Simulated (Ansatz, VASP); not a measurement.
Given: the input of a run of VASP 6.6.1 on KCl.

The input INCAR:

```
SYSTEM = KCl
PREC = Accurate
ENCUT = 520
EDIFF = 1E-7
ISMEAR = -1
SIGMA = 0.05
LREAL = .False.
LASPH = .True.
NELM = 100
ALGO = Normal
ISIF = 2
LWAVE = .False.
LCHARG = .False.
GGA = PS
NBANDS = 15
```

The input KPOINTS:

```
Automatic mesh
0
Gamma
  7 7 7
  0 0 0
```

File POSCAR:

```
KCl
1.0
    3.7608230702      0.0000000000      0.0000000000
    0.0000000000      3.7608230702      0.0000000000
    0.0000000000      0.0000000000      3.7608230702
K Cl
1 1
Direct
    0.0000000000      0.0000000000      0.0000000000
    0.5000000000      0.5000000000      0.5000000000
```

Potentials or basis: VASP PAW PBE potentials, release 64 (K_sv, Cl).

Launch:

```sh
$ cat potpaw_PBE.64/K_sv/POTCAR potpaw_PBE.64/Cl/POTCAR > POTCAR
$ mpirun -np 1 vasp_std > vasp.out
```

Task: Translate it to Ansatz 0.2.0. Potentials there: Ansatz PAW.

Result: As run (the cutoff follows the program's own potentials):

input.yaml

```yaml
crystal:
  lattice:
    - [3.7608230702, 0.0, 0.0]
    - [0.0, 3.7608230702, 0.0]
    - [0.0, 0.0, 3.7608230702]
  atoms:
    - { symbol: K, position: [0.0, 0.0, 0.0] }
    - { symbol: Cl, position: [0.5, 0.5, 0.5] }
hamiltonian:
  xc: pbesol
  pseudopotentials: { kind: paw }
kpoints:
  mp_grid: { grid: [7, 7, 7] }
scf:
  occupations: { method: fermi_dirac, width: 0.05 }
output:
  forces: true
  stress: true
  eigenvalues: true
```

Potentials or basis: Ansatz PAW.

Launch:

```console
$ ansatz run input.yaml --threads 1 --pin off --max-ram 3584MiB --backend cpu --events-out ev --progress --plain --runs-dir out
```

Both were run:

|  | VASP | Ansatz | Ansatz less VASP |
| --- | --- | --- | --- |
| gap on the k mesh at the Fermi level (eV) | 4.90 | 4.90 | +0.004 |
| least direct gap on the mesh (eV) | 5.09 | 5.10 | +0.003 |
| pressure (GPa) | -0.3 | -0.4 | -0.04 |

Caveats: the PAW data sets were made with another functional, which shifts forces and pressure a little (VASP); an odd mesh through Γ misses points on the zone boundary, where band edges often lie (VASP); odd divisions of the mesh miss points on the zone boundary, where band edges often lie, so the gap on the mesh can be too wide (Ansatz); the PAW data sets come from PBE, with cores solved anew for the run's functional, which leaves a small shift of forces and pressure (Ansatz).
